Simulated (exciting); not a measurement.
# In (P6_3/mmc) in exciting: reference runs

Aim: a first look at In with PBEsol, on the cell as given.

All numbers are computed with exciting (release sodium); they aren't measurements. Logs are shortened: lines on timing, memory, paths and dates and some standing lists are left out, and cuts for length are marked.

## Step 1: The crystal as given

It takes space group P6_3/mmc (No. 194, hexagonal). Conventional cell: a = 3.335 Å, b = 3.335 Å, c = 5.509 Å, α = 90.00°, β = 90.00°, γ = 120.00°. Around In (site symmetry -6m2) lie 12 In at 3.34 to 3.36 Å.

This isn't the form of In at room conditions, which is tetragonal.

## Step 2: Single point, PBEsol

The input, input.xml:

```xml
<input>
  <title>In</title>
  <structure speciespath="./" tshift="false">
    <crystal scale="1">
      <basevect>6.303152730837 0.000000000000 0.000000000000</basevect>
      <basevect>-3.151576365419 5.458690388936 0.000000000000</basevect>
      <basevect>0.000000000000 0.000000000000 10.410771300221</basevect>
    </crystal>
    <species speciesfile="In.xml" rmt="2.3">
      <atom coord="0.666666666700 0.333333333300 0.750000000000"/>
      <atom coord="0.333333333300 0.666666666700 0.250000000000"/>
    </species>
  </structure>
  <groundstate do="fromscratch" ngridk="9 9 5" rgkmax="9" gmaxvr="14" lmaxapw="10" lmaxmat="10" lmaxvr="8" xctype="GGA_PBE_SOL" stype="Fermi Dirac" swidth="0.00183747" nempty="10" ValenceRelativity="iora*" epsengy="1e-05" epspot="1e-05" maxscl="60" tforce="true" outputlevel="normal"/>
</input>
```

Potentials or basis: all-electron LAPW+lo, shipped species files, valence relativity iora*.

Command:

```console
$ OMP_NUM_THREADS=1 exciting_smp
```

INFO.OUT:

```text
================================================================================
EXCITING SODIUM started
[... 10 lines left out ...]

 Lattice vectors (cartesian) :
      6.3031527308      0.0000000000      0.0000000000
     -3.1515763654      5.4586903889      0.0000000000
      0.0000000000      0.0000000000     10.4107713002

 Reciprocal lattice vectors (cartesian) :
      0.9968321530      0.5755213118     -0.0000000000
      0.0000000000      1.1510426237      0.0000000000
      0.0000000000     -0.0000000000      0.6035273589

 Unit cell volume                           :     358.2029836985
 Brillouin zone volume                      :       0.6924850566

 Species :    1 (In)
     parameters loaded from                 :    In.xml
     name                                   :    indium
     nuclear charge                         :     -49.00000000
     electronic charge                      :      49.00000000
     atomic mass                            :  209300.41010000
     muffin-tin radius                      :       2.30000000
     # of radial points in muffin-tin       :     400

     atomic positions (lattice) :
       1 :   0.66666667  0.33333333  0.75000000
       2 :   0.33333333  0.66666667  0.25000000

 Total number of atoms per unit cell        :       2

 Spin treatment                             :    spin-unpolarised

 Number of Bravais lattice symmetries       :      24
 Number of crystal symmetries               :      12

 k-point grid                               :       9    9    5
 Total number of k-points                   :      50
 k-point set is reduced with crystal symmetries

 R^MT_min * |G+k|_max (rgkmax)              :       9.00000000
 Species with R^MT_min                      :       1 (In)
 Maximum |G+k| for APW functions            :       3.91304348
 Maximum |G| for potential and density      :      14.00000000

 G-vector grid sizes                        :      30    30    48
 Total number of G-vectors                  :   16517

 Maximum angular momentum used for
     APW functions                          :      10
     computing H and O matrix elements      :      10
     potential and density                  :       8
     inner part of muffin-tin               :       2

 Total nuclear charge                       :     -98.00000000
 Total electronic charge                    :      98.00000000
 Total core charge                          :      60.00000000
 Total valence charge                       :      38.00000000

 Number of empty states                     :      10
 Total number of valence states             :      30

 Maximum Hamiltonian size                   :     407
 Maximum number of plane-waves              :     373
 Total number of local-orbitals             :      34

 Exchange-correlation type                  :      22
     PBEsol, Phys. Rev. Lett. 100, 136406 (2008)
     Generalised gradient approximation (GGA)

[... 20 lines left out ...]
+ SCF iteration number :    1                                                  +
++++++++++++++++++++++++++++++++++++++++++++++++++++++++++++++++++++++++++++++++
 Total energy                               :    -11754.56968425
 _______________________________________________________________
 Fermi energy                               :         0.24137394
 Kinetic energy                             :     12359.41593511
 Coulomb energy                             :    -23799.47429222
 Exchange energy                            :      -308.55611395
 Correlation energy                         :        -5.95521318

 DOS at Fermi energy (states/Ha/cell)       :        44.14777518

 Electron charges :
     core                                   :        60.00000000
     core leakage                           :         0.00142376
     valence                                :        38.00000000
     interstitial                           :         4.74991549
     charge in muffin-tin spheres :
                  atom     1    In          :        46.62504226
                  atom     2    In          :        46.62504226
     total charge in muffin-tins            :        93.25008451
     total charge                           :        98.00000000
[... 333 lines left out ...]
 Electron charges :
     core                                   :        60.00000000
     core leakage                           :         0.00139439
     valence                                :        38.00000000
     interstitial                           :         4.69355175
     charge in muffin-tin spheres :
                  atom     1    In          :        46.65322413
                  atom     2    In          :        46.65322413
     total charge in muffin-tins            :        93.30644825
     total charge                           :        98.00000000

 RMS change in effective potential (target) :  0.313299E-08  ( 0.100000E-04)
 Absolute change in total energy   (target) :  0.192218E-06  ( 0.100000E-04)
 Charge distance                   (target) :  0.535715E-09  ( 0.100000E-04)
 Abs. change in max-nonIBS-force   (target) :  0.508271E-08  ( 0.500000E-04)

++++++++++++++++++++++++++++++++++++++++++++++++++++++++++++++++++++++++++++++++
| Convergency criteria checked for the last 2 iterations                       +
| Convergence targets achieved. Performing final SCF iteration                 +
++++++++++++++++++++++++++++++++++++++++++++++++++++++++++++++++++++++++++++++++
 Total energy                               :    -11761.19358019
 _______________________________________________________________
 Fermi energy                               :         0.22946923
 Kinetic energy                             :     12354.91654871
 Coulomb energy                             :    -23801.47076921
 Exchange energy                            :      -308.68252567
 Correlation energy                         :        -5.95683403

 DOS at Fermi energy (states/Ha/cell)       :        47.61763405

 Electron charges :
     core                                   :        60.00000000
     core leakage                           :         0.00139439
     valence                                :        38.00000000
     interstitial                           :         4.69355175
     charge in muffin-tin spheres :
                  atom     1    In          :        46.65322412
                  atom     2    In          :        46.65322412
     total charge in muffin-tins            :        93.30644825
     total charge                           :        98.00000000

++++++++++++++++++++++++++++++++++++++++++++++++++++++++++++++++++++++++++++++++
+ Self-consistent loop stopped                                                 +
++++++++++++++++++++++++++++++++++++++++++++++++++++++++++++++++++++++++++++++++
 STATE.OUT is written

--------------------------------------------------------------------------------
- Writing atomic positions and forces                                          -
--------------------------------------------------------------------------------

 Atomic positions (lattice) :
 atom     1  In  :     0.66666667    0.33333333    0.75000000
 atom     2  In  :     0.33333333    0.66666667    0.25000000

 Total atomic forces including IBS (cartesian) :
 atom     1  In  :     0.00000000    0.00000000   -0.00000012
 atom     2  In  :     0.00000000    0.00000000    0.00000012

 Atomic force components including IBS (cartesian) :
 atom     1  In  :    -0.00000000   -0.00000000   -0.00000100   HF force
                 :     0.00000000    0.00000000    0.00000076   core correction
                 :     0.00000000    0.00000000    0.00000012   IBS correction
 atom     2  In  :     0.00000000    0.00000000    0.00000100   HF force
                 :    -0.00000000   -0.00000000   -0.00000076   core correction
                 :    -0.00000000    0.00000000   -0.00000012   IBS correction

********************************************************************************
[... 7 lines left out ...]
| EXCITING SODIUM stopped                                                      =
================================================================================
```

Run time: 2.1 min. Hardware: 1 thread of Arm Neoverse V2, shared host; peak memory 0.14 GiB.

What came out:

```yaml
Free_energy: -320038.3951 eV
Band_gap_on_the_k_mesh: none (metal or under the smearing width)
All_electrons_inside_the_program's_atomic_spheres: In 46.65 (radii In 2.3 bohr)
```

Caveat: the log's total energy holds no entropy term; the free energy is that total less TS from the occupations.
